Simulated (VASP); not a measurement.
HfO2:

```
Hf O
1.0
     0.00000    2.48740    2.48740
     2.48740    0.00000    2.48740
     2.48740    2.48740    0.00000
Hf O
1 2
Direct
  0.00000 0.00000 0.00000
  0.75000 0.75000 0.75000
  0.25000 0.25000 0.25000
```

Measurements of this composition are mostly on another form, of space group No. 14.

The cell isn't the ideal one: volume scaled by 0.92.

* Program: VASP 6.6.1
* Task: relaxation of cell and atoms
* Functional: PBEsol
* Dispersion: D3(BJ)
* Potentials or basis: VASP PAW PBE potentials, release 64 (Hf_sv_GW, O_GW)
* Cutoff: 680 eV
* k mesh: 9 × 9 × 9
* Occupations: fermi-dirac, width 0.02 eV
* Spin: no spin polarisation
* Hubbard terms: Hf d U = 6.2 eV

At the start: pressure 24.0 GPa; volume 10.26 Å³/atom.

**Question.** Where does the relaxation end?

**Answer.** Over 4 steps the energy falls by 59.8 meV/atom and the volume is 11.09 Å³/atom (+8.0 %); space group Fm-3m (No. 225, to 0.05 Å).

Step by step:
| step | energy change (eV) | largest force (eV/Å) | pressure (GPa) | volume (Å³) |
| --- | --- | --- | --- | --- |
| 1 | 0.0000 | 0.0000 | 24.04 | 30.78 |
| 2 | -0.0877 | 0.0000 | 16.44 | 31.46 |
| 3 | -0.1785 | 0.0000 | 1.21 | 33.11 |
| 4 | -0.1794 | 0.0000 | 0.07 | 33.26 |

Final structure:
```cif
data_structure
_symmetry_space_group_name_H-M 'P 1'
_symmetry_Int_Tables_number 1
_cell_length_a 3.6096
_cell_length_b 3.6096
_cell_length_c 3.6096
_cell_angle_alpha 60.000
_cell_angle_beta 60.000
_cell_angle_gamma 60.000
_cell_volume 33.26
loop_
_atom_site_label
_atom_site_type_symbol
_atom_site_fract_x
_atom_site_fract_y
_atom_site_fract_z
_atom_site_occupancy
Hf1 Hf 0.00000 0.00000 0.00000 1
O1 O 0.75000 0.75000 0.75000 1
O2 O 0.25000 0.25000 0.25000 1
```

Caveat: the PAW data sets were made with another functional, which shifts forces and pressure a little.
